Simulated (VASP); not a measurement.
The system is ZnSe (Stilleite).

```xyz
2
Lattice="0.0000 2.8338 2.8338 2.8338 0.0000 2.8338 2.8338 2.8338 0.0000" Properties=species:S:1:pos:R:3 pbc="T T T"
Zn    0.0000    0.0000    0.0000
Se    1.4169    1.4169    1.4169
```

```yaml
Program: VASP 6.6.1
Task: relaxation of cell and atoms
Functional: LDA
Potentials_or_basis: VASP PAW LDA potentials, release 64 (Zn, Se)
Cutoff: 600 eV
k_mesh: 8 × 8 × 8
Occupations: gaussian, width 0.03 eV
Spin: no spin polarisation
```

At the start: pressure -3.1 GPa; volume 22.76 Å³/atom.

Task: How do energy, volume and symmetry change on relaxing?

Result: Over 5 steps the energy falls by 11.0 meV/atom and the volume is 21.68 Å³/atom (-4.7 %); space group F-43m (No. 216, to 0.05 Å).

Step by step:
```
step  energy change (eV)  largest force (eV/Å)  pressure (GPa)  volume (Å³)
   1              0.0000                0.0000           -3.13        45.51
   2             -0.0194                0.0000            1.19        42.65
   3             -0.0220                0.0000           -0.16        43.35
   4             -0.0220                0.0000            0.12        43.26
   5             -0.0220                0.0000            0.02        43.35
```

Final structure:
```xyz
2
Lattice="0.0000 2.7883 2.7883 2.7883 0.0000 2.7883 2.7883 2.7883 0.0000" Properties=species:S:1:pos:R:3 pbc="T T T"
Zn    0.0000    0.0000    0.0000
Se    1.3941    1.3941    1.3941
```
